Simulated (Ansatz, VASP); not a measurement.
## Ir in VASP and in Ansatz

File INCAR:

```
ALGO = Fast ; EDIFF = 1E-6
ENCUT = 520 ; GGA = PS
ISIF = 2 ; ISMEAR = 0
LASPH = True ; LCHARG = False
LREAL = False ; LWAVE = False
NBANDS = 10 ; NELM = 100
PREC = Accurate ; SIGMA = 0.15
```

File KPOINTS:

```
k-points
0
Gamma
  26 26 26
```

File POSCAR:

```
Ir
1.0
    0.0000000000      1.9151152071      1.9151152071
    1.9438419352      0.0000000000      1.9151152071
    1.9438419352      1.9151152071      0.0000000000
Ir
1
Direct
    0.0000000000      0.0000000000      0.0000000000
```

Input for Ansatz:

```yaml
crystal:
  lattice:
    - [0.0, 1.9151152071, 1.9151152071]
    - [1.9438419352, 0.0, 1.9151152071]
    - [1.9438419352, 1.9151152071, 0.0]
  atoms:
    - { symbol: Ir, position: [0.0, 0.0, 0.0] }
basis:
  ecutwfc: 420
kpoints:
  mp_grid: { grid: [26, 26, 26] }
hamiltonian:
  xc: pbesol
scf:
  occupations: { method: gaussian, width: 0.15 }
output:
  forces: true
  stress: true
  eigenvalues: true
```

Change from the starting cell: strain +0.0150 x Voigt [1, 0, 0, 0, 0, 0], atoms carried along.

Alike in both runs: task single point; functional PBEsol; k mesh 26 × 26 × 26; occupations gaussian, width 0.15 eV; no spin polarisation.

|  | VASP | Ansatz |
| --- | --- | --- |
| version | VASP 6.6.1 | Ansatz 0.2.0 |
| potentials or method | VASP PAW PBE potentials, release 64 (Ir) | scalar-relativistic, plane waves, PAW |
| plane-wave cutoff (eV) | 520 | 420 |
| valence electrons in the cell | 9 | 17 |

|  | VASP | Ansatz | Ansatz less VASP |
| --- | --- | --- | --- |
| gap on the k mesh at the Fermi level (eV) | none | none | - |
| pressure (GPa) | -4.7 | -5.4 | -0.76 |
| largest component of the traceless stress (GPa) | 3.77 | 3.77 | +0.006 |

A gap of «none» marks a metal or a gap that the smearing closes. With one functional, cell and mesh, what is left measures potentials, basis and numerics. The two sets of potentials don't hold the same shells in valence.

Caveats: the PAW data sets were made with another functional, which shifts forces and pressure a little (VASP). The runs have no spin-orbit coupling, so splittings on Ir are missing.
